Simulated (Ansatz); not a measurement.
Input and command of a calculation in Ansatz (plane waves; scalar-relativistic PAW potentials unless the input names others):

```yaml
crystal:
  lattice:
    - [0.0, 2.3453628611, 2.3453628611]
    - [2.3453628611, 0.0, 2.3453628611]
    - [2.3453628611, 2.3453628611, 0.0]
  atoms:
    - { symbol: Mg, position: [0.0, 0.0, 0.0] }
    - { symbol: O, position: [0.5, 0.5, 0.5] }
basis:
  ecutwfc: 420
  ecutrho_ratio: 2
kpoints:
  mp_grid: { grid: [10, 10, 10] }
hamiltonian:
  xc: pbe
scf:
  occupations: { method: gaussian, width: 0.02 }
  max_iter: 50
output:
  forces: true
  eigenvalues: true
  stress: true
```

```bash
ansatz run input.yaml --threads 1 --pin off --max-ram 1331MiB --backend cpu --events-out ev --progress --plain --runs-dir out
```

Abridged log:
```
Basis set: ecut = 420 eV, 531 PW (Γ), exchange–correlation on 40×40×40 points (8 copies of the dense FFT grid, shifted against one another)
Bands: 12, of which v1, the nominal top of the filled ones, is band 8 counted from 1 (7 counted from 0)
Symmetry: 48 space group operations
k-points: 47 of 1000
SCF iter   1: F=—  HF=-2493.516496 eV  |F-HF|=—  |Δ(HF+E_count)|=         —  Δρ=1.07e-3  dr2=3.15e-4  ethr=1.77e-3  ⟨swp⟩=6.1  Hψ=3372  notcnv=0
SCF iter   2: F=—  HF=-2493.516121 eV  |F-HF|=—  |Δ(HF+E_count)|=   3.75e-4  Δρ=8.21e-4  dr2=1.12e-4  ethr=1.97e-6  ⟨swp⟩=3.2  Hψ=1487  notcnv=0
SCF iter   3: F=—  HF=-2493.516119 eV  |F-HF|=—  |Δ(HF+E_count)|=   2.44e-6  Δρ=4.28e-4  dr2=2.86e-5  ethr=6.98e-7  ⟨swp⟩=1.0  Hψ=564  notcnv=0
SCF iter   4: F=—  HF=-2493.515898 eV  |F-HF|=—  |Δ(HF+E_count)|=   2.21e-4  Δρ=1.32e-4  dr2=3.99e-6  ethr=1.79e-7  ⟨swp⟩=2.0  Hψ=739  notcnv=0
SCF iter   5: F=—  HF=-2493.515897 eV  |F-HF|=—  |Δ(HF+E_count)|=   3.64e-7  Δρ=7.61e-5  dr2=1.38e-6  ethr=2.50e-8  ⟨swp⟩=1.0  Hψ=564  notcnv=0
SCF iter   6: F=—  HF=-2493.515897 eV  |F-HF|=—  |Δ(HF+E_count)|=   2.05e-7  Δρ=4.58e-5  dr2=5.09e-7  ethr=8.64e-9  ⟨swp⟩=1.0  Hψ=564  notcnv=0
SCF iter   7: F=—  HF=-2493.515897 eV  |F-HF|=—  |Δ(HF+E_count)|=   9.14e-8  Δρ=2.34e-5  dr2=1.34e-7  ethr=3.18e-9  ⟨swp⟩=1.0  Hψ=565  notcnv=0
SCF iter   8: F=-2493.515897 eV  HF=-2493.515897 eV  |F-HF|=5.25e-9  |Δ(HF+E_count)|=   3.06e-8  Δρ=4.98e-6  dr2=6.12e-9  ethr=6.25e-10  ⟨swp⟩=4.0  Hψ=1486  notcnv=0
SCF 1 converged in 8 iterations: F = -2493.515897 eV  dr2 = 6.12e-9
SCF converged after 8 iterations
Free energy (F): -2493.515897 eV
Harris-Foulkes:  -2493.515897 eV  (|F-HF|=5.25e-9)
Internal energy: -2493.515897 eV  (E = F + TS)
E sigma→0 (E₀):  -2493.515897 eV
Fermi energy:    5.831603 eV
--- Forces (eV/Å), atoms counted from 1 ---
  atom   1  Mg     0.00000000     0.00000000     0.00000000
  atom   2  O      0.00000000     0.00000000     0.00000000
--- Stress (GPa, compression-positive) ---
      -23.588242       0.000000       0.000000
        0.000000     -23.588242       0.000000
        0.000000       0.000000     -23.588242
  P = ⅓ Tr σ = -23.5882 GPa (-235.882 kbar)
```

**Question.** What should be changed?

**Answer.** The fault is a density cutoff too low for products of the waves, which reach up to 4 times the waves' cutoff (basis.ecutrho_ratio: not typed → 2, the first being the value of the sound run). Setting it back cures it. The log, from which this was withheld above, says: «Warning: basis.ecutrho_ratio = 2 (ecutrho = 840 eV) is below the records' recommended 1680 eV» «settings of this run that can trade accuracy for cost: basis.ecutrho_ratio < 4. Do not mix this run's numbers with those of runs without the same settings; the input reference describes each key» The run converged all the same, with an energy at zero smearing 3.25 meV/atom below the reference's, pressure -23.59 GPa, largest force 0.000 eV/Å, gap on the mesh 2.19 eV, so convergence alone doesn't show that an input is right. A reference run from the same start on usual settings converged with pressure -24.04 GPa, largest force 0.000 eV/Å, gap on the mesh 2.19 eV.